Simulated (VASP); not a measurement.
# Te2Mo (Pm) in VASP: reference runs

How does Te2Mo come out in PBE? The cell is run as given and disturbed.

Everything below comes from runs of VASP 6.6.1. Logs are shortened: lines on timing, memory, paths and dates and some standing lists are left out, and cuts for length are marked.

## 1. The crystal as given

It takes space group Pm (No. 6, monoclinic). The conventional cell has a = 6.346 Å, b = 3.494 Å, c = 14.866 Å, α = 90.00°, β = 92.12°, γ = 90.00°. Te (site symmetry m) is surrounded by 3 Mo at 2.82 to 2.84 Å. Te (site symmetry m) has 3 Mo at 2.82 to 2.84 Å as nearest neighbours. Te (site symmetry m) has 3 Mo at 2.70 to 2.71 Å as nearest neighbours. Around Te (site symmetry m) lie 3 Mo at 2.70 to 2.71 Å. Te (site symmetry m) is surrounded by 3 Mo at 2.70 to 2.71 Å. Te (site symmetry m) has 3 Mo at 2.70 to 2.71 Å as nearest neighbours. Te (site symmetry m) is surrounded by 3 Mo at 2.82 to 2.84 Å. Around Te (site symmetry m) lie 3 Mo at 2.82 to 2.84 Å.

The cell is a database's computed one.

## 2. Single point, PBE

INCAR reads:

```
SYSTEM = Te2Mo
PREC = Accurate
ENCUT = 520
EDIFF = 1E-7
ISMEAR = -1
SIGMA = 0.05
LREAL = .FALSE.
LASPH = .TRUE.
NELM = 100
ALGO = Normal
ISIF = 2
LWAVE = .FALSE.
LCHARG = .FALSE.
GGA = PE
NBANDS = 64
```

KPOINTS reads:

```
regular mesh
0
G
  4 8 2
  0 0 0
```

POSCAR reads:

```
Te2Mo
1.0
    6.3464495577      0.0000000000      0.0000000000
    0.0000000000      3.4942155400      0.0000000000
   -0.5490254083      0.0000000000     14.8561586148
Te Mo
8 4
Direct
    0.0630865700      0.5000000000      0.4013918100
    0.9362609700      0.0000000000      0.5989235800
    0.5672046900      0.0000000000      0.3620628100
    0.4325395100      0.5000000000      0.6382740100
    0.0910474500      0.0000000000      0.1379227500
    0.9094538900      0.5000000000      0.8617520200
    0.5810927600      0.5000000000      0.0985498300
    0.4193469800      0.0000000000      0.9011539900
    0.3196862200      0.0000000000      0.5068268200
    0.6797845000      0.5000000000      0.4935200200
    0.1814915000      0.5000000000      0.0065316300
    0.8190039500      0.0000000000      0.9930897200
```

Potentials or basis: VASP PAW PBE potentials, release 64 (Te, Mo_sv).

The run is started by

```
$ cat potpaw_PBE.64/Te/POTCAR potpaw_PBE.64/Mo_sv/POTCAR > POTCAR
$ mpirun -np 1 vasp_std > vasp.out
```

OUTCAR:

```text
SYSTEM = Te2Mo
   PREC = Accurate
   ENCUT = 520
   EDIFF = 1E-7
   ISMEAR = -1
   LREAL = .FALSE.
   LASPH = .TRUE.
   NELM = 100
   ISIF = 2
   GGA = PE

 ion  position               nearest neighbor table
   1  0.063  0.500  0.401-   9 2.82   9 2.82  10 2.84   2 3.54   2 3.54   3 3.63   3 3.63
   2  0.936  0.000  0.599-  10 2.82  10 2.82   9 2.84   1 3.54   1 3.54   4 3.63   4 3.63
   3  0.567  0.000  0.362-  10 2.70  10 2.70   9 2.71   1 3.63   1 3.63
   4  0.433  0.500  0.638-   9 2.70   9 2.70  10 2.71   2 3.63   2 3.63
   5  0.091  0.000  0.138-  11 2.70  11 2.70  12 2.71   7 3.63   7 3.63
   6  0.909  0.500  0.862-  12 2.70  12 2.70  11 2.71   8 3.63   8 3.63
   7  0.581  0.500  0.099-  12 2.82  12 2.82  11 2.84   8 3.53   8 3.53   5 3.63   5 3.63
   8  0.419  0.000  0.901-  11 2.82  11 2.82  12 2.84   7 3.53   7 3.53   6 3.63   6 3.63
   9  0.320  0.000  0.507-   4 2.70   4 2.70   3 2.71   1 2.82   1 2.82   2 2.84  10 2.89  10 2.89

  10  0.680  0.500  0.494-   3 2.70   3 2.70   4 2.71   2 2.82   2 2.82   1 2.84   9 2.89   9 2.89

  11  0.181  0.500  0.007-   5 2.70   5 2.70   6 2.71   8 2.82   8 2.82   7 2.84  12 2.89  12 2.89

  12  0.819  0.000  0.993-   6 2.70   6 2.70   5 2.71   7 2.82   7 2.82   8 2.84  11 2.89  11 2.89

  LATTYP: Found a simple monoclinic cell.
 ALAT       =     6.3464495577
 B/A-ratio  =     0.5505780056
 C/A-ratio  =     2.3424593439
 COS(beta)  =    -0.0369308709

  Lattice vectors:

 A1 = (   6.3464495577,   0.0000000000,   0.0000000000)
 A2 = (   0.0000000000,   3.4942155400,   0.0000000000)
 A3 = (  -0.5490254083,   0.0000000000,  14.8561586148)

Analysis of symmetry for initial positions (statically):
=====================================================================
 Subroutine PRICEL returns:
 Original cell was already a primitive cell.

 Routine SETGRP: Setting up the symmetry group for a
 simple monoclinic supercell.

 Subroutine GETGRP returns: Found  2 space group operations
 (whereof  2 operations were pure point group operations)
 out of a pool of  4 trial point group operations.

The static configuration has the point symmetry C_1h.

Analysis of symmetry for dynamics (positions and initial velocities):
=====================================================================
 Subroutine PRICEL returns:
 Original cell was already a primitive cell.

 Routine SETGRP: Setting up the symmetry group for a
 simple monoclinic supercell.

 Subroutine GETGRP returns: Found  2 space group operations
 (whereof  2 operations were pure point group operations)
 out of a pool of  4 trial point group operations.

The dynamic configuration has the point symmetry C_1h.

 Subroutine INISYM returns: Found  2 space group operations
 (whereof  2 operations are pure point group operations),
 and found     1 'primitive' translations

----------------------------------------------------------------------------------------

                                     Primitive cell

  volume of cell :     329.4481

  direct lattice vectors                    reciprocal lattice vectors
     6.346449558  0.000000000  0.000000000     0.157568415  0.000000000  0.005823111
     0.000000000  3.494215540  0.000000000     0.000000000  0.286187268  0.000000000
    -0.549025408  0.000000000 14.856158615     0.000000000  0.000000000  0.067312152

  length of vectors
     6.346449558  3.494215540 14.866300067     0.157675978  0.286187268  0.067312152

  position of ions in fractional coordinates (direct lattice)
     0.063086570  0.500000000  0.401391810
     0.936260970  0.000000000  0.598923580
     0.567204690  0.000000000  0.362062810
     0.432539510  0.500000000  0.638274010
     0.091047450  0.000000000  0.137922750
     0.909453890  0.500000000  0.861752020
     0.581092760  0.500000000  0.098549830
     0.419346980  0.000000000  0.901153990
     0.319686220  0.000000000  0.506826820
     0.679784500  0.500000000  0.493520020
     0.181491500  0.500000000  0.006531630
     0.819003950  0.000000000  0.993089720

  ion indices of the primitive-cell ions
   primitive index   ion index
                 1           1
                 2           2
                 3           3
                 4           4
                 5           5
                 6           6
                 7           7
                 8           8
                 9           9
                10          10
                11          11
                12          12

----------------------------------------------------------------------------------------

 KPOINTS: regular mesh

Automatic generation of k-mesh.
 Grid dimensions read from file:
 generate k-points for:    4    8    2

 Generating k-lattice:

  Cartesian coordinates                     Fractional coordinates (reciprocal lattice)
     0.039392104  0.000000000  0.001455778     0.250000000  0.000000000  0.000000000
     0.000000000  0.035773409  0.000000000     0.000000000  0.125000000  0.000000000
     0.000000000  0.000000000  0.033656076     0.000000000  0.000000000  0.500000000

  Length of vectors
     0.039418995  0.035773409  0.033656076

  Shift w.r.t. Gamma in fractional coordinates (k-lattice)
     0.000000000  0.000000000  0.000000000

 Subroutine IBZKPT returns following result:
 ===========================================

 Found     30 irreducible k-points:

 Following reciprocal coordinates:
            Coordinates               Weight
  0.000000  0.000000  0.000000      1.000000
  0.250000  0.000000  0.000000      2.000000
  0.500000  0.000000  0.000000      1.000000
  0.000000  0.125000  0.000000      2.000000
  0.250000  0.125000  0.000000      4.000000
  0.500000  0.125000  0.000000      2.000000
[... 16 lines left out ...]
  0.250000  0.250000  0.500000      4.000000
  0.500000  0.250000  0.500000      2.000000
 [... further k-points ...]
   k-points           NKPTS =     30   k-points in BZ     NKDIM =     30   number of bands    NBANDS=     64
   number of dos      NEDOS =    301   number of ions     NIONS =     12
   total plane-waves  NPLWV = 150528
   dimension x,y,z NGX =    48 NGY =   28 NGZ =  112
   dimension x,y,z NGXF=    96 NGYF=   56 NGZF=  224
   ions per type =               8   4
   NGX,Y,Z   is equivalent  to a cutoff of  12.57, 13.32, 12.52 a.u.
   NGXF,Y,Z  is equivalent  to a cutoff of  25.15, 26.64, 25.05 a.u.
 SYSTEM =  Te2Mo
   PREC   = accura    normal or accurate (medium, high low for compatibility)
   ISTART =      0    job   : 0-new  1-cont  2-samecut
   ICHARG =      2    charge: 1-file 2-atom 10-const
   ISPIN  =      1    spin polarized calculation?
   LNONCOLLINEAR =      F non collinear calculations
   LSORBIT =      F    spin-orbit coupling
   LASPH  =      T    aspherical Exc in radial PAW
   ENCUT  =  520.0 eV  38.22 Ry    6.18 a.u.  11.80  6.50 27.64*2*pi/ulx,y,z
   NELM   =    100;   NELMIN=  2; NELMDL= -5     # of ELM steps
   EDIFF  = 0.1E-06   stopping-criterion for ELM
   LREAL  =      F    real-space projection
   EDIFFG = 0.1E-05   stopping-criterion for IOM
   NSW    =      0    number of steps for IOM
   IBRION =     -1    ionic relax: 0-MD 1-quasi-New 2-CG
   NFREE  =      0    steps in history (QN), initial steepest desc. (CG)
   ISIF   =      2    stress and relaxation
   ISYM   =      2    0-nonsym 1-usesym 2-fastsym
   POTIM  = 0.5000    time-step for ionic-motion
   TEBEG  =    0.0;   TEEND  =   0.0 temperature during run
   PSTRESS=    0.0 pullay stress
   NELECT =     104.0000    total number of electrons
   NUPDOWN=      -1.0000    fix difference up-down
   EMIN   =  10.00;   EMAX   =-10.00  energy-range for DOS
   EFERMI =   0.00;   METHOD = LEGACY
   ISMEAR =    -1;   SIGMA  =   0.05  broadening in eV -4-tet -1-fermi 0-gaus
   EFERMI_NEDOS =   21; number of points for ismear=-14 and -15
   IALGO  =     38    algorithm
   IMIX   =      4    mixing-type and parameters
     AMIX     =   0.40;   BMIX     =  1.00
     AMIX_MAG =   1.60;   BMIX_MAG =  1.00
  volume/ion in A,a.u.               =      27.45       185.27
  Fermi-wavevector in a.u.,A,eV,Ry     =   1.114697  2.106472 16.905918  1.242550
  Thomas-Fermi vector in A             =   2.251295
   LORBIT       =      0    0 simple, 1 ext, 2 COOP (PROOUT), +10 PAW based schemes
   GGA     = PE    functional components
   LHFCALC =     F    Hartree Fock is set to
   AEXX    =    0.0000 exact exchange contribution
   IVDW    =     0    specifies the selected vdW correction
   LEPSILON=     F    determine dielectric tensor
   LRPA    =     F    only Hartree local field effects (RPA)
 non-spin polarized calculation
  energy-cutoff  :      520.00
  volume of cell :      329.45
 maximum number of plane-waves:      8931
 NGX is ok and might be reduce to    48
   NGX = 23   NGY = 13   NGZ = 55

 number of electron     103.9999995 magnetization

 Free energy of the ion-electron system (eV)
  ---------------------------------------------------
  ext. energy  EPLUGINS =         0.00000000
  ---------------------------------------------------
  free energy    TOTEN  =       -71.95913588 eV

  energy without entropy =      -71.93314226  energy(sigma->0) =      -71.94613907

 E-fermi :   7.1319     XC(G=0):  -9.8567

 val. band max:        7.1267643109   @ k =   0.0000   0.1250   0.5000
 cond. band min:       7.1498913721   @ k =   0.0000   0.2500   0.0000
 fundamental gap:      0.0231270612
 Fermi energy:         7.1318867832

 k-point     1 :       0.0000    0.0000    0.0000
  band No.  band energies     occupation
      1     -53.9100      2.00000
      2     -53.9016      2.00000
      3     -53.8510      2.00000
      4     -53.8426      2.00000
      5     -28.1551      2.00000
      6     -28.1468      2.00000
[... 56 lines left out ...]
     63      10.2208      0.00000
     64      10.3195      0.00000

 k-point     2 :       0.2500    0.0000    0.0000
  band No.  band energies     occupation
      1     -53.9099      2.00000
      2     -53.9015      2.00000
      3     -53.8511      2.00000
      4     -53.8428      2.00000
      5     -28.1515      2.00000
      6     -28.1432      2.00000
[... 56 lines left out ...]
     63      10.2686      0.00000
     64      10.2787      0.00000

 k-point     3 :       0.5000    0.0000    0.0000
  band No.  band energies     occupation
      1     -53.9098      2.00000
      2     -53.9014      2.00000
      3     -53.8512      2.00000
      4     -53.8429      2.00000
      5     -28.1478      2.00000
      6     -28.1395      2.00000
[... 1396 lines left out ...]
     63       9.5719      0.00000
     64       9.5854      0.00000

 k-point    24 :       0.5000    0.2500    0.5000
  band No.  band energies     occupation
      1     -53.8986      2.00000
      2     -53.8902      2.00000
      3     -53.8571      2.00000
      4     -53.8488      2.00000
      5     -28.1701      2.00000
      6     -28.1684      2.00000
[... 56 lines left out ...]
     63       9.5451      0.00000
     64       9.5663      0.00000

 [... further k-points ...]

------------------------ aborting loop because EDIFF is reached ----------------------------------------

  FORCE on cell =-STRESS in cart. coord.  units (eV):
  Direction    XX          YY          ZZ          XY          YZ          ZX
  --------------------------------------------------------------------------------------
  -------------------------------------------------------------------------------------
  Total        1.7605550      0.2838680      2.3466286      0.0000000      0.0000000     -0.0015426
  in kB        8.5619586      1.3805115     11.4121612      0.0000000      0.0000000     -0.0075021
  external PRESSURE =       7.1182105 kB  Pullay stress =       0.0000000 kB

 VOLUME and BASIS-vectors are now :
 -----------------------------------------------------------------------------
  energy-cutoff  :      520.00
  volume of cell :      329.45
      direct lattice vectors                 reciprocal lattice vectors
     6.346449558  0.000000000  0.000000000     0.157568415  0.000000000  0.005823111
     0.000000000  3.494215540  0.000000000     0.000000000  0.286187268  0.000000000
    -0.549025408  0.000000000 14.856158615     0.000000000  0.000000000  0.067312152

 POSITION                                       TOTAL-FORCE (eV/Angst)
 -----------------------------------------------------------------------------------
      0.18000      1.74711      5.96314        -0.039186      0.000000     -0.013080
      5.61311      0.00000      8.89770         0.048360      0.000000      0.013820
      3.40095      0.00000      5.37886         0.007564      0.000000     -0.199253
      2.39466      1.74711      9.48230        -0.018165      0.000000      0.200428
      0.50210      0.00000      2.04900         0.006059      0.000000      0.206641
      5.29868      1.74711     12.80232        -0.006910      0.000000     -0.216168
      3.63377      1.74711      1.46407        -0.048487      0.000000      0.019119
      2.16661      0.00000     13.38769         0.051157      0.000000     -0.023682
      1.75061      0.00000      7.52950        -0.075994      0.000000     -0.071288
      4.04326      1.74711      7.33181         0.077457      0.000000      0.067936
      1.14824      1.74711      0.09703         0.072354      0.000000     -0.052447
      4.65254      0.00000     14.75350        -0.074208      0.000000      0.067973
 -----------------------------------------------------------------------------------
    total drift:                                0.000056     -0.000000     -0.000011

  FREE ENERGIE OF THE ION-ELECTRON SYSTEM (eV)
  ---------------------------------------------------
  free  energy   TOTEN  =       -71.9591358768 eV

  energy  without entropy=      -71.9331422602  energy(sigma->0) =      -71.94613907
```

Wall time 10 min (1 thread of AMD EPYC 9R45 (Zen 5), shared host); peak memory 0.66 GiB.

What came out:

* Free energy: -71.9591 eV
* Pressure: 0.7 GPa
* Largest force: 0.216 eV/Å
* Band gap on the k mesh: none (metal or under the smearing width)

Forces in eV/Å, atoms in the order of the input:
```
Te  -0.039  0.000 -0.013
Te   0.048  0.000  0.014
Te   0.008  0.000 -0.199
Te  -0.018  0.000  0.200
Te   0.006  0.000  0.207
Te  -0.007  0.000 -0.216
Te  -0.048  0.000  0.019
Te   0.051  0.000 -0.024
Mo  -0.076  0.000 -0.071
Mo   0.077  0.000  0.068
Mo   0.072  0.000 -0.052
Mo  -0.074  0.000  0.068
```

Caveat: this functional lacks dispersion, which binds the layers, so the pressure and a relaxed spacing across them are unreliable.

(Part 1 of 2 ends here.)
